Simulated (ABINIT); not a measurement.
Planning a run of ABINIT 10.8.3 on BeTe (F-43m). The input:

```
acell 3*1.0 Angstrom
rprim 
  0.000000000000 2.770000000000 2.770000000000
  2.770000000000 0.000000000000 2.770000000000
  2.770000000000 2.770000000000 -0.000000000000
ntypat 2
znucl 4 52
natom 2
typat 1 2
xred 
  0.000000000000 0.000000000000 0.000000000000
  0.250000000000 0.250000000000 0.250000000000
pp_dirpath "pseudos"
pseudos "Be.upf, Te.upf"
ecut 38
nspinor 2
ngkpt 4 4 4
nshiftk 1
shiftk 0 0 0
kptopt 1
chksymbreak 0
istwfk *1
occopt 1
irdwfk 1
optdriver 4
nband 60
gwcalctyp 0
ecutsigx 38
symsigma 0
nkptgw 2
kptgw 
  0.0000000000 0.0000000000 0.0000000000
  0.5000000000 0.5000000000 0.0000000000
bdgw 
  17 26
  17 24
ecuteps 3.6
irdscr 1
ppmodel 1
indata_prefix "in"
outdata_prefix "out"
tmpdata_prefix "tmp"
```

The database entry behind the starting cell differs from later determinations by our own check (an axis about 1.5 % short against later determinations), so it need not match the best structure at ambient conditions.

```sh
OMP_NUM_THREADS=1 mpirun -n 4 abinit run.abi > log
```

**Question.** How long will it take on 4 MPI ranks of Arm Neoverse N1, shared host, and how much memory?

It took 1.9 min; on shared hardware allow 56 s to 3.8 min. Peak host memory was 1.2 GiB.

[Paths, hosts, dates, memory and timing lines, banners, echoed tables and standing remarks are left out of the program output.]

[Logs are printed without paths, hosts, clocks, repeated set-up lines and the standing remarks that a program may print on its own settings, such as how far it seeks lower states.]

[Runs of the session that timed out or met a known fault of the program may be left out.]

[No measured gap is set beside runs whose start may be inverted or whose files or cutoffs have a known fault.]

[Hosts, paths, dates, database ids (printed as entryN), source tags and the programs' standing remarks are cut or masked in the printed files.]

[G0W0 gaps are taken among the corrected bands and points alone; a level outside them can change the order at an edge.]

[Where Ansatz stands beside ABINIT at settings called matched, ABINIT's density can come from a denser mesh and the files from another edition; pairs whose starting gaps differed by over 0.03 eV were left out, so agreement reads better than it is.]
